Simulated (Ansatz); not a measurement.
## InAs: single point with PBEsol

**The experiment to reproduce.**

A printed reference work, data compilation reports, for a bulk crystal of InAs at 4.2 K: band gap 0.418 eV (direct).

The system is InAs.

```xyz
2
Lattice="0.0000 3.0180 3.0180 3.0180 0.0000 3.0180 3.0180 3.0180 0.0000" Properties=species:S:1:pos:R:3 pbc="T T T"
In    0.0000    0.0000    0.0000
As    4.5270    4.5270    4.5270
```

* Program: Ansatz 0.2.0
* Task: single point
* Functional: PBEsol
* Potentials or basis: all-electron LAPW, scalar-relativistic
* Cutoff: 283 eV (chosen from the basis error)
* Basis error allowed: 0.001 eV/atom
* k mesh: 8 × 8 × 8
* Occupations: gaussian, width 0.05 eV
* Spin: no spin polarisation

```json
{"Pressure": "1.5 GPa", "Band gap on the k mesh": "none (metal or under the smearing width)"}
```

Levels at points of the mesh, in eV from the Fermi level:
```
             k point  band 18  band 19  band 20  band 21  band 22  band 23  band 24  band 25  band 26  band 27
  (0.00, 0.00, 0.00)   -14.24   -11.94    -0.28    -0.02    -0.02    -0.02     3.85     3.85     3.85     7.34
 (0.00, 0.00, -0.50)   -14.23   -10.44    -5.85    -1.02    -1.02     0.87     4.62     4.62     6.71     8.92
(0.00, -0.50, -0.50)   -14.21    -9.89    -5.91    -2.37    -2.37     1.42     1.97     9.09     9.25     9.25
```

It took 28 s on 1 thread of Intel(R) Xeon(R) Processor @ 2.50GHz (Skylake/Cascade Lake) (shared host), peak memory 0.32 GiB.

Against the measured gap of InAs, 0.418 eV (direct; 4.2 K; a printed reference work, data compilation), the calculated 0.00 eV is off by -0.42 eV. Spin-orbit coupling on As, In is left out. The value is that of PBEsol on a finite k mesh, which can miss the band edges, without temperature or zero-point motion. Semilocal functionals fall short of measured gaps as a rule.

Caveat: this crystal is a semiconductor, whose small gap the functional closes, so the metal is an error of the method.
